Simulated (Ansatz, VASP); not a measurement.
# Cross-check of GaSb between VASP and Ansatz, part 2 of 4

One calculation is typed for both programs; each brings its own data sets. How far apart do they land? Of the first pair: The structure shown is the start of the Ansatz relaxation below; VASP solves that cell, so the two are compared at the walk's first step.

VASP 6.6.1 and Ansatz 0.2.0.

So far: The structure; Ansatz: relaxation, r2SCAN.

## 3. VASP: single point, r2SCAN, start cell, pair 1

Level of this step: r2SCAN; plane waves and PAW (Ga_d, Sb) (VASP).

The same cell, functional, mesh and smearing now go to VASP, with its own data sets.

Lines of VASP's logs that name or quote its potential files are left out, and so is its time.

INCAR

```
SYSTEM = GaSb
PREC = Accurate
ENCUT = 440
EDIFF = 1E-06
NELM = 120
ISMEAR = 0
SIGMA = 0.02
LREAL = .FALSE.
ALGO = Normal
METAGGA = R2SCAN
LASPH = .TRUE.
NBANDS = 15
LORBIT = 11
LWAVE = .FALSE.
LCHARG = .FALSE.
ISIF = 2
ISYM = 2
GGA_COMPAT = .FALSE.
EFERMI = MIDGAP
LMIXTAU = .TRUE.
KPAR = 2
```

POSCAR

```
GaSb
1.0
   -0.0625400000      3.0068500000      3.1045520000
    3.0068500000     -0.0625400000      3.1045520000
    2.9443110000      2.9443110000      0.0000000000
Ga Sb
1 1
Direct
    0.0021706836      0.0021706836      0.9978422234
    0.7478291554      0.7478291554      0.7521580225
```

KPOINTS

```
Points of the shifted mesh
1728
Reciprocal
 0.0416666667  0.0416666667  0.0416666667 1
 0.0416666667  0.0416666667  0.1250000000 1
 0.0416666667  0.0416666667  0.2083333333 1
 0.0416666667  0.0416666667  0.2916666667 1
 0.0416666667  0.0416666667  0.3750000000 1
 0.0416666667  0.0416666667  0.4583333333 1
 0.0416666667  0.0416666667  0.5416666667 1
 0.0416666667  0.0416666667  0.6250000000 1
 0.0416666667  0.0416666667  0.7083333333 1
 0.0416666667  0.0416666667  0.7916666667 1
 0.0416666667  0.0416666667  0.8750000000 1
 0.0416666667  0.0416666667  0.9583333333 1
 0.0416666667  0.1250000000  0.0416666667 1
 0.0416666667  0.1250000000  0.1250000000 1
 0.0416666667  0.1250000000  0.2083333333 1
 0.0416666667  0.1250000000  0.2916666667 1
 0.0416666667  0.1250000000  0.3750000000 1
 0.0416666667  0.1250000000  0.4583333333 1
 0.0416666667  0.1250000000  0.5416666667 1
 0.0416666667  0.1250000000  0.6250000000 1
 0.0416666667  0.1250000000  0.7083333333 1
 0.0416666667  0.1250000000  0.7916666667 1
 0.0416666667  0.1250000000  0.8750000000 1
 0.0416666667  0.1250000000  0.9583333333 1
 0.0416666667  0.2083333333  0.0416666667 1
 0.0416666667  0.2083333333  0.1250000000 1
 0.0416666667  0.2083333333  0.2083333333 1
 0.0416666667  0.2083333333  0.2916666667 1
 0.0416666667  0.2083333333  0.3750000000 1
 0.0416666667  0.2083333333  0.4583333333 1
 0.0416666667  0.2083333333  0.5416666667 1
 0.0416666667  0.2083333333  0.6250000000 1
 0.0416666667  0.2083333333  0.7083333333 1
 0.0416666667  0.2083333333  0.7916666667 1
 0.0416666667  0.2083333333  0.8750000000 1
 0.0416666667  0.2083333333  0.9583333333 1
 0.0416666667  0.2916666667  0.0416666667 1
 0.0416666667  0.2916666667  0.1250000000 1
 0.0416666667  0.2916666667  0.2083333333 1
 0.0416666667  0.2916666667  0.2916666667 1
 0.0416666667  0.2916666667  0.3750000000 1
 0.0416666667  0.2916666667  0.4583333333 1
 0.0416666667  0.2916666667  0.5416666667 1
 0.0416666667  0.2916666667  0.6250000000 1
 0.0416666667  0.2916666667  0.7083333333 1
 0.0416666667  0.2916666667  0.7916666667 1
 0.0416666667  0.2916666667  0.8750000000 1
 0.0416666667  0.2916666667  0.9583333333 1
 0.0416666667  0.3750000000  0.0416666667 1
 0.0416666667  0.3750000000  0.1250000000 1
 0.0416666667  0.3750000000  0.2083333333 1
 0.0416666667  0.3750000000  0.2916666667 1
 0.0416666667  0.3750000000  0.3750000000 1
 0.0416666667  0.3750000000  0.4583333333 1
 0.0416666667  0.3750000000  0.5416666667 1
 0.0416666667  0.3750000000  0.6250000000 1
 0.0416666667  0.3750000000  0.7083333333 1
 0.0416666667  0.3750000000  0.7916666667 1
 0.0416666667  0.3750000000  0.8750000000 1
 0.0416666667  0.3750000000  0.9583333333 1
 0.0416666667  0.4583333333  0.0416666667 1
 0.0416666667  0.4583333333  0.1250000000 1
 0.0416666667  0.4583333333  0.2083333333 1
 0.0416666667  0.4583333333  0.2916666667 1
 0.0416666667  0.4583333333  0.3750000000 1
 0.0416666667  0.4583333333  0.4583333333 1
 0.0416666667  0.4583333333  0.5416666667 1
 0.0416666667  0.4583333333  0.6250000000 1
 0.0416666667  0.4583333333  0.7083333333 1
 0.0416666667  0.4583333333  0.7916666667 1
 0.0416666667  0.4583333333  0.8750000000 1
 0.0416666667  0.4583333333  0.9583333333 1
 0.0416666667  0.5416666667  0.0416666667 1
 0.0416666667  0.5416666667  0.1250000000 1
 0.0416666667  0.5416666667  0.2083333333 1
 0.0416666667  0.5416666667  0.2916666667 1
 0.0416666667  0.5416666667  0.3750000000 1
 0.0416666667  0.5416666667  0.4583333333 1
 0.0416666667  0.5416666667  0.5416666667 1
 0.0416666667  0.5416666667  0.6250000000 1
 0.0416666667  0.5416666667  0.7083333333 1
 0.0416666667  0.5416666667  0.7916666667 1
 0.0416666667  0.5416666667  0.8750000000 1
 0.0416666667  0.5416666667  0.9583333333 1
 0.0416666667  0.6250000000  0.0416666667 1
 0.0416666667  0.6250000000  0.1250000000 1
 0.0416666667  0.6250000000  0.2083333333 1
 0.0416666667  0.6250000000  0.2916666667 1
 0.0416666667  0.6250000000  0.3750000000 1
 0.0416666667  0.6250000000  0.4583333333 1
 0.0416666667  0.6250000000  0.5416666667 1
 0.0416666667  0.6250000000  0.6250000000 1
 0.0416666667  0.6250000000  0.7083333333 1
 0.0416666667  0.6250000000  0.7916666667 1
 0.0416666667  0.6250000000  0.8750000000 1
 0.0416666667  0.6250000000  0.9583333333 1
 0.0416666667  0.7083333333  0.0416666667 1
 0.0416666667  0.7083333333  0.1250000000 1
 0.0416666667  0.7083333333  0.2083333333 1
 0.0416666667  0.7083333333  0.2916666667 1
 0.0416666667  0.7083333333  0.3750000000 1
 0.0416666667  0.7083333333  0.4583333333 1
 0.0416666667  0.7083333333  0.5416666667 1
 0.0416666667  0.7083333333  0.6250000000 1
 0.0416666667  0.7083333333  0.7083333333 1
 0.0416666667  0.7083333333  0.7916666667 1
 0.0416666667  0.7083333333  0.8750000000 1
 0.0416666667  0.7083333333  0.9583333333 1
 0.0416666667  0.7916666667  0.0416666667 1
 0.0416666667  0.7916666667  0.1250000000 1
 0.0416666667  0.7916666667  0.2083333333 1
 0.0416666667  0.7916666667  0.2916666667 1
[... 1390 lines left out ...]
 0.8750000000  0.4583333333  0.1250000000 1
 0.8750000000  0.4583333333  0.2083333333 1
 0.8750000000  0.4583333333  0.2916666667 1
 0.8750000000  0.4583333333  0.3750000000 1
 0.8750000000  0.4583333333  0.4583333333 1
 0.8750000000  0.4583333333  0.5416666667 1
 0.8750000000  0.4583333333  0.6250000000 1
 0.8750000000  0.4583333333  0.7083333333 1
 0.8750000000  0.4583333333  0.7916666667 1
 0.8750000000  0.4583333333  0.8750000000 1
 0.8750000000  0.4583333333  0.9583333333 1
 0.8750000000  0.5416666667  0.0416666667 1
 0.8750000000  0.5416666667  0.1250000000 1
 0.8750000000  0.5416666667  0.2083333333 1
 0.8750000000  0.5416666667  0.2916666667 1
 0.8750000000  0.5416666667  0.3750000000 1
 0.8750000000  0.5416666667  0.4583333333 1
 0.8750000000  0.5416666667  0.5416666667 1
 0.8750000000  0.5416666667  0.6250000000 1
 0.8750000000  0.5416666667  0.7083333333 1
 0.8750000000  0.5416666667  0.7916666667 1
 0.8750000000  0.5416666667  0.8750000000 1
 0.8750000000  0.5416666667  0.9583333333 1
 0.8750000000  0.6250000000  0.0416666667 1
 0.8750000000  0.6250000000  0.1250000000 1
 0.8750000000  0.6250000000  0.2083333333 1
 0.8750000000  0.6250000000  0.2916666667 1
 0.8750000000  0.6250000000  0.3750000000 1
 0.8750000000  0.6250000000  0.4583333333 1
 0.8750000000  0.6250000000  0.5416666667 1
 0.8750000000  0.6250000000  0.6250000000 1
 0.8750000000  0.6250000000  0.7083333333 1
 0.8750000000  0.6250000000  0.7916666667 1
 0.8750000000  0.6250000000  0.8750000000 1
 0.8750000000  0.6250000000  0.9583333333 1
 0.8750000000  0.7083333333  0.0416666667 1
 0.8750000000  0.7083333333  0.1250000000 1
 0.8750000000  0.7083333333  0.2083333333 1
 0.8750000000  0.7083333333  0.2916666667 1
 0.8750000000  0.7083333333  0.3750000000 1
 0.8750000000  0.7083333333  0.4583333333 1
 0.8750000000  0.7083333333  0.5416666667 1
 0.8750000000  0.7083333333  0.6250000000 1
 0.8750000000  0.7083333333  0.7083333333 1
 0.8750000000  0.7083333333  0.7916666667 1
 0.8750000000  0.7083333333  0.8750000000 1
 0.8750000000  0.7083333333  0.9583333333 1
 0.8750000000  0.7916666667  0.0416666667 1
 0.8750000000  0.7916666667  0.1250000000 1
 0.8750000000  0.7916666667  0.2083333333 1
 0.8750000000  0.7916666667  0.2916666667 1
 0.8750000000  0.7916666667  0.3750000000 1
 0.8750000000  0.7916666667  0.4583333333 1
 0.8750000000  0.7916666667  0.5416666667 1
 0.8750000000  0.7916666667  0.6250000000 1
 0.8750000000  0.7916666667  0.7083333333 1
 0.8750000000  0.7916666667  0.7916666667 1
 0.8750000000  0.7916666667  0.8750000000 1
 0.8750000000  0.7916666667  0.9583333333 1
 0.8750000000  0.8750000000  0.0416666667 1
 0.8750000000  0.8750000000  0.1250000000 1
 0.8750000000  0.8750000000  0.2083333333 1
 0.8750000000  0.8750000000  0.2916666667 1
 0.8750000000  0.8750000000  0.3750000000 1
 0.8750000000  0.8750000000  0.4583333333 1
 0.8750000000  0.8750000000  0.5416666667 1
 0.8750000000  0.8750000000  0.6250000000 1
 0.8750000000  0.8750000000  0.7083333333 1
 0.8750000000  0.8750000000  0.7916666667 1
 0.8750000000  0.8750000000  0.8750000000 1
 0.8750000000  0.8750000000  0.9583333333 1
 0.8750000000  0.9583333333  0.0416666667 1
 0.8750000000  0.9583333333  0.1250000000 1
 0.8750000000  0.9583333333  0.2083333333 1
 0.8750000000  0.9583333333  0.2916666667 1
 0.8750000000  0.9583333333  0.3750000000 1
 0.8750000000  0.9583333333  0.4583333333 1
 0.8750000000  0.9583333333  0.5416666667 1
 0.8750000000  0.9583333333  0.6250000000 1
 0.8750000000  0.9583333333  0.7083333333 1
 0.8750000000  0.9583333333  0.7916666667 1
 0.8750000000  0.9583333333  0.8750000000 1
 0.8750000000  0.9583333333  0.9583333333 1
 0.9583333333  0.0416666667  0.0416666667 1
 0.9583333333  0.0416666667  0.1250000000 1
 0.9583333333  0.0416666667  0.2083333333 1
 0.9583333333  0.0416666667  0.2916666667 1
 0.9583333333  0.0416666667  0.3750000000 1
 0.9583333333  0.0416666667  0.4583333333 1
 0.9583333333  0.0416666667  0.5416666667 1
 0.9583333333  0.0416666667  0.6250000000 1
 0.9583333333  0.0416666667  0.7083333333 1
 0.9583333333  0.0416666667  0.7916666667 1
 0.9583333333  0.0416666667  0.8750000000 1
 0.9583333333  0.0416666667  0.9583333333 1
 0.9583333333  0.1250000000  0.0416666667 1
 0.9583333333  0.1250000000  0.1250000000 1
 0.9583333333  0.1250000000  0.2083333333 1
 0.9583333333  0.1250000000  0.2916666667 1
 0.9583333333  0.1250000000  0.3750000000 1
 0.9583333333  0.1250000000  0.4583333333 1
 0.9583333333  0.1250000000  0.5416666667 1
 0.9583333333  0.1250000000  0.6250000000 1
 0.9583333333  0.1250000000  0.7083333333 1
 0.9583333333  0.1250000000  0.7916666667 1
 0.9583333333  0.1250000000  0.8750000000 1
 0.9583333333  0.1250000000  0.9583333333 1
 0.9583333333  0.2083333333  0.0416666667 1
 0.9583333333  0.2083333333  0.1250000000 1
 0.9583333333  0.2083333333  0.2083333333 1
 0.9583333333  0.2083333333  0.2916666667 1
 0.9583333333  0.2083333333  0.3750000000 1
 0.9583333333  0.2083333333  0.4583333333 1
 0.9583333333  0.2083333333  0.5416666667 1
 0.9583333333  0.2083333333  0.6250000000 1
 0.9583333333  0.2083333333  0.7083333333 1
 0.9583333333  0.2083333333  0.7916666667 1
 0.9583333333  0.2083333333  0.8750000000 1
 0.9583333333  0.2083333333  0.9583333333 1
 0.9583333333  0.2916666667  0.0416666667 1
 0.9583333333  0.2916666667  0.1250000000 1
 0.9583333333  0.2916666667  0.2083333333 1
 0.9583333333  0.2916666667  0.2916666667 1
 0.9583333333  0.2916666667  0.3750000000 1
 0.9583333333  0.2916666667  0.4583333333 1
 0.9583333333  0.2916666667  0.5416666667 1
 0.9583333333  0.2916666667  0.6250000000 1
 0.9583333333  0.2916666667  0.7083333333 1
 0.9583333333  0.2916666667  0.7916666667 1
 0.9583333333  0.2916666667  0.8750000000 1
 0.9583333333  0.2916666667  0.9583333333 1
 0.9583333333  0.3750000000  0.0416666667 1
 0.9583333333  0.3750000000  0.1250000000 1
 0.9583333333  0.3750000000  0.2083333333 1
 0.9583333333  0.3750000000  0.2916666667 1
 0.9583333333  0.3750000000  0.3750000000 1
 0.9583333333  0.3750000000  0.4583333333 1
 0.9583333333  0.3750000000  0.5416666667 1
 0.9583333333  0.3750000000  0.6250000000 1
 0.9583333333  0.3750000000  0.7083333333 1
 0.9583333333  0.3750000000  0.7916666667 1
 0.9583333333  0.3750000000  0.8750000000 1
 0.9583333333  0.3750000000  0.9583333333 1
 0.9583333333  0.4583333333  0.0416666667 1
 0.9583333333  0.4583333333  0.1250000000 1
 0.9583333333  0.4583333333  0.2083333333 1
 0.9583333333  0.4583333333  0.2916666667 1
 0.9583333333  0.4583333333  0.3750000000 1
 0.9583333333  0.4583333333  0.4583333333 1
 0.9583333333  0.4583333333  0.5416666667 1
 0.9583333333  0.4583333333  0.6250000000 1
 0.9583333333  0.4583333333  0.7083333333 1
 0.9583333333  0.4583333333  0.7916666667 1
 0.9583333333  0.4583333333  0.8750000000 1
 0.9583333333  0.4583333333  0.9583333333 1
 0.9583333333  0.5416666667  0.0416666667 1
 0.9583333333  0.5416666667  0.1250000000 1
 0.9583333333  0.5416666667  0.2083333333 1
 0.9583333333  0.5416666667  0.2916666667 1
 0.9583333333  0.5416666667  0.3750000000 1
 0.9583333333  0.5416666667  0.4583333333 1
 0.9583333333  0.5416666667  0.5416666667 1
 0.9583333333  0.5416666667  0.6250000000 1
 0.9583333333  0.5416666667  0.7083333333 1
 0.9583333333  0.5416666667  0.7916666667 1
 0.9583333333  0.5416666667  0.8750000000 1
 0.9583333333  0.5416666667  0.9583333333 1
 0.9583333333  0.6250000000  0.0416666667 1
 0.9583333333  0.6250000000  0.1250000000 1
 0.9583333333  0.6250000000  0.2083333333 1
 0.9583333333  0.6250000000  0.2916666667 1
 0.9583333333  0.6250000000  0.3750000000 1
 0.9583333333  0.6250000000  0.4583333333 1
 0.9583333333  0.6250000000  0.5416666667 1
 0.9583333333  0.6250000000  0.6250000000 1
 0.9583333333  0.6250000000  0.7083333333 1
 0.9583333333  0.6250000000  0.7916666667 1
 0.9583333333  0.6250000000  0.8750000000 1
 0.9583333333  0.6250000000  0.9583333333 1
 0.9583333333  0.7083333333  0.0416666667 1
 0.9583333333  0.7083333333  0.1250000000 1
 0.9583333333  0.7083333333  0.2083333333 1
 0.9583333333  0.7083333333  0.2916666667 1
 0.9583333333  0.7083333333  0.3750000000 1
 0.9583333333  0.7083333333  0.4583333333 1
 0.9583333333  0.7083333333  0.5416666667 1
 0.9583333333  0.7083333333  0.6250000000 1
 0.9583333333  0.7083333333  0.7083333333 1
 0.9583333333  0.7083333333  0.7916666667 1
 0.9583333333  0.7083333333  0.8750000000 1
 0.9583333333  0.7083333333  0.9583333333 1
 0.9583333333  0.7916666667  0.0416666667 1
 0.9583333333  0.7916666667  0.1250000000 1
 0.9583333333  0.7916666667  0.2083333333 1
 0.9583333333  0.7916666667  0.2916666667 1
 0.9583333333  0.7916666667  0.3750000000 1
 0.9583333333  0.7916666667  0.4583333333 1
 0.9583333333  0.7916666667  0.5416666667 1
 0.9583333333  0.7916666667  0.6250000000 1
 0.9583333333  0.7916666667  0.7083333333 1
 0.9583333333  0.7916666667  0.7916666667 1
 0.9583333333  0.7916666667  0.8750000000 1
 0.9583333333  0.7916666667  0.9583333333 1
 0.9583333333  0.8750000000  0.0416666667 1
 0.9583333333  0.8750000000  0.1250000000 1
 0.9583333333  0.8750000000  0.2083333333 1
 0.9583333333  0.8750000000  0.2916666667 1
 0.9583333333  0.8750000000  0.3750000000 1
 0.9583333333  0.8750000000  0.4583333333 1
 0.9583333333  0.8750000000  0.5416666667 1
 0.9583333333  0.8750000000  0.6250000000 1
 0.9583333333  0.8750000000  0.7083333333 1
 0.9583333333  0.8750000000  0.7916666667 1
 0.9583333333  0.8750000000  0.8750000000 1
 0.9583333333  0.8750000000  0.9583333333 1
 0.9583333333  0.9583333333  0.0416666667 1
 0.9583333333  0.9583333333  0.1250000000 1
 0.9583333333  0.9583333333  0.2083333333 1
 0.9583333333  0.9583333333  0.2916666667 1
 0.9583333333  0.9583333333  0.3750000000 1
 0.9583333333  0.9583333333  0.4583333333 1
 0.9583333333  0.9583333333  0.5416666667 1
 0.9583333333  0.9583333333  0.6250000000 1
 0.9583333333  0.9583333333  0.7083333333 1
 0.9583333333  0.9583333333  0.7916666667 1
 0.9583333333  0.9583333333  0.8750000000 1
 0.9583333333  0.9583333333  0.9583333333 1
```

The projector-augmented-wave data sets are Ga_d and Sb (PBE family, release 64).

Started as:

```bash
$ mpirun -np 2 vasp_std
```

The log of the run:

```text
[banner, memory and clock lines left out]
running    2 mpi-ranks, on    1 nodes
 distrk:  each k-point on    1 cores,    2 groups
 distr:  one band on    1 cores,    1 groups

 POSCAR found type information on POSCAR GaSb
 POSCAR found :  2 types and       2 ions
|                                                                             |
|               ----> ADVICE to this user running VASP <----                  |
|                                                                             |
|     You enforced a specific xc type in the INCAR file but a different       |
|     [... a line on the potential file left out ...]
|     I HOPE YOU KNOW WHAT YOU ARE DOING!                                     |
|                                                                             |

 LDA part: xc-table for (None), standard interpolation
 POSCAR, INCAR and KPOINTS ok, starting setup
 FFT: planning ... GRIDC
 FFT: planning ... GRID_SOFT
 FFT: planning ... GRID
 WAVECAR not read
 entering main loop
       N       E                     dE             d eps       ncg     rms          rms(c)
DAV:   1     0.468920201899E+02    0.46892E+02   -0.82852E+03 52584   0.140E+03
DAV:   2    -0.334618868966E+02   -0.80354E+02   -0.77561E+02 60023   0.291E+02
DAV:   3    -0.392992221093E+02   -0.58373E+01   -0.58210E+01 62179   0.665E+01
DAV:   4    -0.393975797268E+02   -0.98358E-01   -0.98344E-01 64293   0.980E+00
DAV:   5    -0.393998089368E+02   -0.22292E-02   -0.22292E-02 66350   0.129E+00    0.298E+00
DAV:   6    -0.375380319796E+02    0.18618E+01   -0.38486E-01 55389   0.986E+00    0.206E+00
DAV:   7    -0.376350536953E+02   -0.97022E-01   -0.35834E-01 57545   0.709E+00    0.627E-01
DAV:   8    -0.375597567259E+02    0.75297E-01   -0.23477E-01 52246   0.487E+00    0.195E-01
DAV:   9    -0.375713889189E+02   -0.11632E-01   -0.12969E-02 63446   0.949E-01    0.240E-01
DAV:  10    -0.375720918941E+02   -0.70298E-03   -0.30478E-03 55333   0.558E-01    0.487E-01
DAV:  11    -0.375759626734E+02   -0.38708E-02   -0.15861E-02 55487   0.999E-01    0.525E-02
DAV:  12    -0.375743922507E+02    0.15704E-02   -0.14951E-03 65721   0.308E-01    0.615E-02
DAV:  13    -0.375757024639E+02   -0.13102E-02   -0.39084E-04 56551   0.169E-01    0.456E-02
DAV:  14    -0.375761788066E+02   -0.47634E-03   -0.63735E-04 54955   0.183E-01    0.218E-02
DAV:  15    -0.375762077877E+02   -0.28981E-04   -0.42969E-05 68101   0.653E-02    0.390E-03
DAV:  16    -0.375762575939E+02   -0.49806E-04   -0.55239E-05 53492   0.559E-02    0.180E-03
DAV:  17    -0.375762592708E+02   -0.16769E-05   -0.24199E-06 69682   0.200E-02    0.850E-04
DAV:  18    -0.375762610663E+02   -0.17954E-05   -0.59600E-07 40613   0.935E-03    0.326E-04
DAV:  19    -0.375762613607E+02   -0.29442E-06   -0.11483E-07 31821   0.382E-03
   1 F= -.37576261E+02 E0= -.37576261E+02  d E =-.802427E-85
```

(Continued in part 3 of 4.)

[Lines on the potential files, build, host, timing and source positions are cut from VASP's logs without a mark.]

[Logs are printed without paths, hosts, clocks, repeated set-up lines and the standing remarks that a program may print on its own settings, such as how far it seeks lower states.]

[Hosts, paths, dates, database ids (printed as entryN), source tags and the programs' standing remarks are cut or masked in the printed files.]
